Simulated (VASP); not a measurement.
# Si (P6_3/mmc) in VASP: single point with r2SCAN

Aim: the single point of Si with r2SCAN.

Everything below comes from runs of VASP 6.6.1. Logs are shortened: lines on timing, memory, paths and dates and some standing lists are left out, and cuts for length are marked.

## (1) The crystal as given

Symmetry: P6_3/mmc, No. 194, hexagonal system. Conventional cell: a = 3.825 Å, b = 3.825 Å, c = 6.324 Å, α = 90.00°, β = 90.00°, γ = 120.00°. Si (site symmetry 3m) is surrounded by 4 Si at 2.35 to 2.37 Å.

This isn't the form of Si at room conditions, which is diamond.

## (2) Single point, r2SCAN

File POSCAR:

```
Si
1.0
    3.8248883555      0.0000000000      0.0000000000
   -1.9124441778      3.3124504825      0.0000000000
    0.0000000000      0.0000000000      6.3243008766
Si
4
Direct
    0.3333333333      0.6666666667      0.0629975439
    0.6666666667      0.3333333333      0.5629975439
    0.3333333333      0.6666666667      0.4370024561
    0.6666666667      0.3333333333      0.9370024561
```

File INCAR.step1:

```
SYSTEM = Si
  PREC = Accurate
  ENCUT = 520
  ISMEAR = 0
  SIGMA = 0.01
  LREAL = .False.
  LASPH = .True.
  NELM = 100
  NBANDS = 16
  GGA = PE
  ALGO = Normal
  EDIFF = 1E-4
  LWAVE = .True.
  LCHARG = .False.
```

File INCAR.step2:

```
SYSTEM = Si
  PREC = Accurate
  ENCUT = 520
  EDIFF = 1E-6
  ISMEAR = 0
  SIGMA = 0.01
  LREAL = .False.
  LASPH = .True.
  NELM = 100
  ALGO = Normal
  ISIF = 2
  LWAVE = .False.
  LCHARG = .False.
  METAGGA = R2SCAN
  LMIXTAU = .True.
  NBANDS = 16
  ISTART = 1
```

File KPOINTS:

```
regular mesh
0
Gamma
  12 12 6
  0 0 0
```

Potentials or basis: VASP PAW PBE potentials, release 64 (Si).

The run is started by

```bash
$ cat potpaw_PBE.64/Si/POTCAR > POTCAR
$ cp INCAR.step1 INCAR
$ mpirun -np 1 vasp_std > vasp.out
$ cp INCAR.step2 INCAR
$ mpirun -np 1 vasp_std > vasp.out
```

OUTCAR:

```text
SYSTEM = Si
   PREC = Accurate
   ENCUT = 520
   EDIFF = 1E-6
   ISMEAR = 0
   LREAL = .False.
   LASPH = .True.
   NELM = 100
   ISIF = 2
   METAGGA = R2SCAN
   ISTART = 1

 ion  position               nearest neighbor table
   1  0.333  0.667  0.063-   4 2.35   4 2.35   4 2.35   3 2.37
   2  0.667  0.333  0.563-   3 2.35   3 2.35   3 2.35   4 2.37
   3  0.333  0.667  0.437-   2 2.35   2 2.35   2 2.35   1 2.37
   4  0.667  0.333  0.937-   1 2.35   1 2.35   1 2.35   2 2.37

  LATTYP: Found a hexagonal cell.
 ALAT       =     3.8248883555
 C/A-ratio  =     1.6534602553

  Lattice vectors:

 A1 = (   3.8248883555,   0.0000000000,   0.0000000000)
 A2 = (  -1.9124441778,   3.3124504825,   0.0000000000)
 A3 = (   0.0000000000,   0.0000000000,   6.3243008766)

Analysis of symmetry for initial positions (statically):
=====================================================================
 Subroutine PRICEL returns:
 Original cell was already a primitive cell.

 Routine SETGRP: Setting up the symmetry group for a
 hexagonal supercell.

 Subroutine GETGRP returns: Found 24 space group operations
 (whereof 12 operations were pure point group operations)
 out of a pool of 24 trial point group operations.

The static configuration has the point symmetry D_3d.
 The point group associated with its full space group is D_6h.

Analysis of symmetry for dynamics (positions and initial velocities):
=====================================================================
 Subroutine PRICEL returns:
 Original cell was already a primitive cell.

 Routine SETGRP: Setting up the symmetry group for a
 hexagonal supercell.

 Subroutine GETGRP returns: Found 24 space group operations
 (whereof 12 operations were pure point group operations)
 out of a pool of 24 trial point group operations.

The dynamic configuration has the point symmetry D_3d.
 The point group associated with its full space group is D_6h.

 Subroutine INISYM returns: Found 24 space group operations
 (whereof 12 operations are pure point group operations),
 and found     1 'primitive' translations

----------------------------------------------------------------------------------------

                                     Primitive cell

  volume of cell :      80.1273

  direct lattice vectors                    reciprocal lattice vectors
     3.824888356  0.000000000  0.000000000     0.261445540  0.150945653  0.000000000
    -1.912444178  3.312450483  0.000000000     0.000000000  0.301891305  0.000000000
     0.000000000  0.000000000  6.324300877     0.000000000  0.000000000  0.158120244

  length of vectors
     3.824888356  3.824888356  6.324300877     0.301891305  0.301891305  0.158120244

  position of ions in fractional coordinates (direct lattice)
     0.333333333  0.666666667  0.062997544
     0.666666667  0.333333333  0.562997544
     0.333333333  0.666666667  0.437002456
     0.666666667  0.333333333  0.937002456

  ion indices of the primitive-cell ions
   primitive index   ion index
                 1           1
                 2           2
                 3           3
                 4           4

----------------------------------------------------------------------------------------

 KPOINTS: regular mesh

Automatic generation of k-mesh.
 Grid dimensions read from file:
 generate k-points for:   12   12    6

 Generating k-lattice:

  Cartesian coordinates                     Fractional coordinates (reciprocal lattice)
     0.021787128  0.012578804  0.000000000     0.083333333  0.000000000  0.000000000
     0.000000000  0.025157609  0.000000000     0.000000000  0.083333333  0.000000000
     0.000000000  0.000000000  0.026353374     0.000000000  0.000000000  0.166666667

  Length of vectors
     0.025157609  0.025157609  0.026353374

  Shift w.r.t. Gamma in fractional coordinates (k-lattice)
     0.000000000  0.000000000  0.000000000

 Subroutine IBZKPT returns following result:
 ===========================================

 Found     76 irreducible k-points:

 Following reciprocal coordinates:
            Coordinates               Weight
  0.000000  0.000000  0.000000      1.000000
  0.083333 -0.000000  0.000000      6.000000
  0.166667 -0.000000  0.000000      6.000000
  0.250000  0.000000  0.000000      6.000000
  0.333333  0.000000  0.000000      6.000000
  0.416667  0.000000  0.000000      6.000000
[... 16 lines left out ...]
  0.250000  0.000000  0.166667     12.000000
  0.333333  0.000000  0.166667     12.000000
 [... further k-points ...]
   k-points           NKPTS =     76   k-points in BZ     NKDIM =     76   number of bands    NBANDS=     16
   number of dos      NEDOS =    301   number of ions     NIONS =      4
   total plane-waves  NPLWV =  37632
   dimension x,y,z NGX =    28 NGY =   28 NGZ =   48
   dimension x,y,z NGXF=    56 NGYF=   56 NGZF=   96
   ions per type =               4
   NGX,Y,Z   is equivalent  to a cutoff of  12.17, 12.17, 12.62 a.u.
   NGXF,Y,Z  is equivalent  to a cutoff of  24.34, 24.34, 25.24 a.u.
 SYSTEM =  Si
   PREC   = accura    normal or accurate (medium, high low for compatibility)
   ISTART =      1    job   : 0-new  1-cont  2-samecut
   ICHARG =      0    charge: 1-file 2-atom 10-const
   ISPIN  =      1    spin polarized calculation?
   LNONCOLLINEAR =      F non collinear calculations
   LSORBIT =      F    spin-orbit coupling
   LASPH  =      T    aspherical Exc in radial PAW
   ENCUT  =  520.0 eV  38.22 Ry    6.18 a.u.   7.11  7.11 11.76*2*pi/ulx,y,z
   NELM   =    100;   NELMIN=  2; NELMDL=  0     # of ELM steps
   EDIFF  = 0.1E-05   stopping-criterion for ELM
   LREAL  =      F    real-space projection
   EDIFFG = 0.1E-04   stopping-criterion for IOM
   NSW    =      0    number of steps for IOM
   IBRION =     -1    ionic relax: 0-MD 1-quasi-New 2-CG
   NFREE  =      0    steps in history (QN), initial steepest desc. (CG)
   ISIF   =      2    stress and relaxation
   ISYM   =      2    0-nonsym 1-usesym 2-fastsym
   POTIM  = 0.5000    time-step for ionic-motion
   TEBEG  =    0.0;   TEEND  =   0.0 temperature during run
   PSTRESS=    0.0 pullay stress
   NELECT =      16.0000    total number of electrons
   NUPDOWN=      -1.0000    fix difference up-down
   EMIN   =  10.00;   EMAX   =-10.00  energy-range for DOS
   EFERMI =   0.00;   METHOD = LEGACY
   ISMEAR =     0;   SIGMA  =   0.01  broadening in eV -4-tet -1-fermi 0-gaus
   EFERMI_NEDOS =   21; number of points for ismear=-14 and -15
   IALGO  =     38    algorithm
   IMIX   =      4    mixing-type and parameters
     AMIX     =   0.40;   BMIX     =  1.00
     AMIX_MAG =   1.60;   BMIX_MAG =  1.00
  volume/ion in A,a.u.               =      20.03       135.18
  Fermi-wavevector in a.u.,A,eV,Ry     =   0.956874  1.808229 12.457592  0.915607
  Thomas-Fermi vector in A             =   2.085841
   LORBIT       =      0    0 simple, 1 ext, 2 COOP (PROOUT), +10 PAW based schemes
   METAGGA = R2SCAN    functional components
   LHFCALC =     F    Hartree Fock is set to
   AEXX    =    0.0000 exact exchange contribution
   IVDW    =     0    specifies the selected vdW correction
   LEPSILON=     F    determine dielectric tensor
   LRPA    =     F    only Hartree local field effects (RPA)
 non-spin polarized calculation
 Gauss-broadening in eV      SIGMA  =   0.01
  energy-cutoff  :      520.00
  volume of cell :       80.13
 maximum number of plane-waves:      2187
   NGX = 15   NGY = 15   NGZ = 23

 number of electron      15.9999999 magnetization

 Free energy of the ion-electron system (eV)
  ---------------------------------------------------
  ext. energy  EPLUGINS =         0.00000000
  ---------------------------------------------------
  free energy    TOTEN  =       -35.04825329 eV

  energy without entropy =      -35.04825329  energy(sigma->0) =      -35.04825329

 E-fermi :   6.1020     XC(G=0):  -9.8489

 val. band max:        6.0035814154   @ k =   0.0000   0.0000   0.0000
 cond. band min:       6.6107210108   @ k =   0.5000   0.0000   0.0000
 fundamental gap:      0.6071395955
 Fermi energy:         6.1019809054

 k-point     1 :       0.0000    0.0000    0.0000
  band No.  band energies     occupation
      1      -6.8040      2.00000
      2      -4.3925      2.00000
      3      -1.5480      2.00000
      4       4.3872      2.00000
      5       4.3872      2.00000
      6       5.6299      2.00000
[... 8 lines left out ...]
     15      10.4606      0.00000
     16      12.2738      0.00000

 k-point     2 :       0.0833   -0.0000    0.0000
  band No.  band energies     occupation
      1      -6.7185      2.00000
      2      -4.3050      2.00000
      3      -1.5019      2.00000
      4       3.6975      2.00000
      5       4.2085      2.00000
      6       5.3805      2.00000
[... 8 lines left out ...]
     15      10.9061      0.00000
     16      11.7698      0.00000

 k-point     3 :       0.1667   -0.0000    0.0000
  band No.  band energies     occupation
      1      -6.4642      2.00000
      2      -4.0441      2.00000
      3      -1.3922      2.00000
      4       2.4668      2.00000
      5       3.8110      2.00000
      6       4.1143      2.00000
[... 8 lines left out ...]
     15      11.6704      0.00000
     16      12.0113      0.00000

 k-point     4 :       0.2500    0.0000    0.0000
  band No.  band energies     occupation
      1      -6.0490      2.00000
      2      -3.6166      2.00000
      3      -1.3498      2.00000
      4       1.3783      2.00000
      5       2.7400      2.00000
      6       3.3911      2.00000
[... 8 lines left out ...]
     15      12.4307      0.00000
     16      12.9028      0.00000
[... 324 lines left out ...]
 k-point    22 :       0.1667   -0.0000    0.1667
  band No.  band energies     occupation
      1      -6.3697      2.00000
      2      -4.3926      2.00000
      3      -0.8850      2.00000
      4       2.5672      2.00000
      5       3.6826      2.00000
      6       3.8876      2.00000
[... 8 lines left out ...]
     15      11.5068      0.00000
     16      12.2651      0.00000

 k-point    23 :       0.2500    0.0000    0.1667
  band No.  band energies     occupation
      1      -5.9553      2.00000
      2      -3.9781      2.00000
      3      -0.8895      2.00000
      4       1.5357      2.00000
      5       2.3915      2.00000
      6       3.4689      2.00000
[... 8 lines left out ...]
     15      12.5022      0.00000
     16      12.7437      0.00000

 k-point    24 :       0.3333    0.0000    0.1667
  band No.  band energies     occupation
      1      -5.4019      2.00000
      2      -3.4356      2.00000
      3      -1.3263      2.00000
      4       1.0806      2.00000
      5       1.1978      2.00000
      6       3.1301      2.00000
[... 8 lines left out ...]
     15      13.6067      0.00000
     16      13.7553      0.00000

 [... further k-points ...]

------------------------ aborting loop because EDIFF is reached ----------------------------------------

  FORCE on cell =-STRESS in cart. coord.  units (eV):
  Direction    XX          YY          ZZ          XY          YZ          ZX
  --------------------------------------------------------------------------------------
  -------------------------------------------------------------------------------------
  Total        0.1782759      0.1782759      0.2525769     -0.0000000      0.0000000     -0.0000000
  in kB        3.5646962      3.5646962      5.0503733     -0.0000000      0.0000000     -0.0000000
  external PRESSURE =       4.0599219 kB  Pullay stress =       0.0000000 kB

 VOLUME and BASIS-vectors are now :
 -----------------------------------------------------------------------------
  energy-cutoff  :      520.00
  volume of cell :       80.13
      direct lattice vectors                 reciprocal lattice vectors
     3.824888356  0.000000000  0.000000000     0.261445540  0.150945653  0.000000000
    -1.912444178  3.312450483  0.000000000     0.000000000  0.301891305  0.000000000
     0.000000000  0.000000000  6.324300877     0.000000000  0.000000000  0.158120244

 POSITION                                       TOTAL-FORCE (eV/Angst)
 -----------------------------------------------------------------------------------
     -0.00000      2.20830      0.39842        -0.000000      0.000000      0.005250
      1.91244      1.10415      3.56057         0.000000      0.000000      0.005250
     -0.00000      2.20830      2.76374        -0.000000     -0.000000     -0.005250
      1.91244      1.10415      5.92589         0.000000      0.000000     -0.005250
 -----------------------------------------------------------------------------------
    total drift:                               -0.000000      0.000000     -0.000000

  FREE ENERGIE OF THE ION-ELECTRON SYSTEM (eV)
  ---------------------------------------------------
  free  energy   TOTEN  =       -35.0482532945 eV

  energy  without entropy=      -35.0482532945  energy(sigma->0) =      -35.04825329
```

Run time: 2.4 min. Hardware: 1 thread of AMD EPYC 9R45 (Zen 5), shared host; peak memory 0.19 GiB.

What came out:

- Free energy: -35.0483 eV
- Pressure: 0.4 GPa
- Largest force: 0.005 eV/Å
- Band gap on the k mesh: 0.61 eV, indirect (least direct gap 1.39 eV)

Forces on the atoms (eV/Å):
```
Si   0.000  0.000  0.005
Si   0.000  0.000  0.005
Si   0.000  0.000 -0.005
Si   0.000  0.000 -0.005
```

Stress tensor (GPa, compression positive):
```
0.36 0.00 0.00
0.00 0.36 0.00
0.00 0.00 0.51
```

Caveat: the PAW data sets were made with another functional, which shifts forces and pressure a little. r2SCAN opens gaps a little over a GGA but as a rule still falls short of measured ones.
